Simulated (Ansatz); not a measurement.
## Time and memory for SiO2

```yaml
crystal:
  lattice:
    - [4.1667, 0.0, 0.0]
    - [0.0, 4.1667, 0.0]
    - [0.0, 0.0, 2.6645]
  atoms:
    - { symbol: Si, position: [0.0, 0.0, 0.0] }
    - { symbol: Si, position: [0.5, 0.5, 0.5] }
    - { symbol: O, position: [0.3052551835, 0.3052551835, 0.0] }
    - { symbol: O, position: [0.1947448165, 0.8052551835, 0.5] }
    - { symbol: O, position: [0.6947448165, 0.6947448165, 0.0] }
    - { symbol: O, position: [0.8052551835, 0.1947448165, 0.5] }
kpoints:
  mp_grid: { grid: [7, 7, 11] }
scf:
  occupations: { method: fermi_dirac, width: 0.02 }
hamiltonian:
  xc: pbesol
  pseudopotentials: { kind: paw }
output:
  forces: true
  stress: true
  populations: true
  efg: { quadrupole_moments_barn: { O: -0.02558 }, contact_densities: true }
```

```sh
ansatz run input.yaml --threads 1 --pin off --max-ram 3072MiB --backend cpu --events-out ev --progress --plain --runs-dir out
```

It runs on 1 thread of Intel Xeon 6975P-C (Granite Rapids) (x86_64; 16 cores open to the job, memory cap 3.0 GiB, no GPU), a shared host with a load of 0.5 a core.

Question: Estimate the wall time and the peak memory.

Answer: About 3.6 s of wall time (3.4 s of CPU time) and 0.4 GiB. The run holds 32 valence electrons in 22 bands, about 913 plane waves a k-point and 60 irreducible k-points, and took 6 SCF iterations. Times on a shared host vary by tens of per cent.
